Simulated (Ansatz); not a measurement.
La2O3 under changes of volume

One of the cells (16.357 Å³/atom); the others are scaled copies at fixed shape and fractional positions:

```xyz
5
Lattice="3.9308 0.0000 0.0000 -1.9654 3.4042 0.0000 0.0000 0.0000 6.1120" Properties=species:S:1:pos:R:3 pbc="T T T"
La    0.0000    2.2694    1.5050
La    1.9654    1.1347    4.6070
O     0.0000    0.0000    0.0000
O     0.0000    2.2694    3.9477
O     1.9654    1.1347    2.1643
```

The cell is a database's computed one.

```yaml
Program: Ansatz 0.2.0
Functional: PBE
Potentials_or_basis: all-electron LAPW, scalar-relativistic
Cutoff: 282 eV (chosen from the basis error)
Basis_error_allowed: 0.001 eV/atom
k_mesh: 8 × 8 × 5
Occupations: fermi-dirac, width 0.05 eV
Spin: no spin polarisation
```

```tsv
volume (Å³/atom)	energy over the lowest point (meV/atom)	pressure (GPa)	gap on the mesh (eV)	largest force (eV/Å)
15.375	40.97	11.6	3.92	0.521
15.703	21.01	8.0	3.91	0.340
16.030	?	?	?	?
16.357	1.19	1.9	3.88	0.016
16.684	0.00	-0.7	3.85	0.129
17.011	3.86	-3.0	3.82	0.263
17.338	12.27	-5.2	3.79	0.388
```

**Question.** What does the run at 16.030 Å³/atom give?

**Answer.** Energy over the lowest point 7.99 meV/atom; pressure 4.8 GPa; gap on the mesh 3.90 eV; largest force 0.172 eV/Å.

Worked out: A Birch-Murnaghan fit of order 3 (a polynomial in V^(-2/3)) to the other rows has its minimum at 16.59 Å³/atom with B0 = V·E''(V) = 129 GPa and B' = 4.2 at fixed shape and positions, which overstates the stiffness. It gives 8.00 meV/atom at 16.030 Å³/atom, against the run's 7.99, and -dE/dV = 4.8 GPa, against 4.8. A parabola through the other rows of the gap, of slope -0.845 eV per unit of ln V there, gives 3.90 eV, against the run's 3.90.

Energies are extrapolated to zero smearing.

Caveats: spin-orbit coupling is left out, which moves the levels of the heavy elements; an odd mesh through Γ misses points on the zone boundary, where band edges often lie.
